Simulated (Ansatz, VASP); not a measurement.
**W: VASP beside Ansatz**

File INCAR:

```
AGGAC = 1.0
AGGAX = 1.0
ALDAC = 0.0
ALDAX = 1.0
ALGO = Normal
EDIFF = 1E-7
ENCUT = 520
GGA = B5
ISIF = 2
ISMEAR = -1
LASPH = True
LCHARG = False
LREAL = False
LWAVE = False
NBANDS = 13
NELM = 60
PREC = Accurate
SIGMA = 0.1
```

File KPOINTS:

```
k-points
0
Gamma
  13 13 13
```

File POSCAR:

```
W
1.0
    2.7755667287      0.0000000000      0.0000000000
    0.0000000000      2.7755667287      0.0000000000
    0.0000000000      0.0000000000      2.7755667287
W
1
Direct
    0.0000000000      0.0000000000      0.0000000000
```

Input for Ansatz:

```yaml
crystal:
  lattice:
    - [2.7755667287, 0.0, 0.0]
    - [0.0, 2.7755667287, 0.0]
    - [0.0, 0.0, 2.7755667287]
  atoms:
    - { symbol: W, position: [0.0, 0.0, 0.0] }
hamiltonian:
  xc: blyp
  pseudopotentials:
    kind: paw
    azcp:
      W: "pseudopotentials/W.paw.azcp"
basis:
  ecutwfc: 420
  fft_grid_basis: typed
kpoints:
  mp_grid: { grid: [13, 13, 13], shift: [0, 0, 0] }
magnetization:
  spin_polarized: false
scf:
  occupations: { method: fermi_dirac, width: 0.1 }
  lower_state_search: "off"
output:
  stress: true
  write_density: true
  write_potential: true
  elf: true
  volumetric_format: npy
```

Alike in both runs: task single point; functional BLYP; k mesh 13 × 13 × 13; occupations fermi-dirac, width 0.1 eV; no spin polarisation.

|  | VASP | Ansatz |
| --- | --- | --- |
| version | VASP 6.6.1 | Ansatz 0.2.0 |
| potentials or method | VASP PAW PBE potentials, release 64 (W_sv) | plane waves (420 eV) with PAW, scalar-relativistic |
| plane-wave cutoff (eV) | 520 | 420 |
| valence electrons in the cell | 14 | 14 |

```tsv
	VASP	Ansatz	Ansatz less VASP
pressure (GPa)	-16.5	-17.2	-0.70
```

Caveats: so large a pressure means that the cell lies far from this level's equilibrium, or that cutoff or potentials fall short (VASP); the potentials were made for another functional, which shifts forces and pressure (VASP). Spin-orbit coupling is left out, which matters for the levels of W.
